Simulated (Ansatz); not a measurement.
MnO, 4 atoms in the cell. The structure is hexagonal, space group P6_3mc (No. 186). The conventional cell has a = 3.372 Å, b = 3.372 Å, c = 5.386 Å, α = 90.00°, β = 90.00°, γ = 120.00°. Around Mn (site symmetry 3m) lie 4 O at 1.96 to 2.08 Å. O (site symmetry 3m) is surrounded by 4 Mn at 1.96 to 2.08 Å. Measurements of this composition are mostly on another form, of space group No. 225.

| Item | Value |
| --- | --- |
| Program | Ansatz 0.2.0 |
| Task | projected density of states |
| Functional | PBEsol |
| Potentials or basis | Ansatz PAW |
| Cutoff | 420 eV (not typed: the program's choice for these potentials) |
| k mesh | 9 × 9 × 5 |
| Occupations | fermi-dirac, width 0.05 eV |
| Spin | collinear spin, ferromagnetic start |
| Starting moments | [4.0, 4.0, 0.0, 0.0] μB |
| Hubbard terms | Mn d U = 6 eV |
| Hubbard projectors | ortho-atomic (the default) |
| Double counting | fll (the default) |

Potentials or basis: Ansatz PAW.

Launch:

```bash
$ ansatz run input.yaml --threads 2 --pin off --max-ram 5632MiB --backend cpu --events-out ev --progress --plain --runs-dir out
```

Hardware: 2 threads of Arm Neoverse V2, on a shared host.

Q: How long does it take, and how much memory?

A: Run time: 26 s on 2 threads of Arm Neoverse V2, on a shared host, peak memory 0.51 GiB. Counts: scf iterations 14, plane waves 1085, k points 36, bands 31.
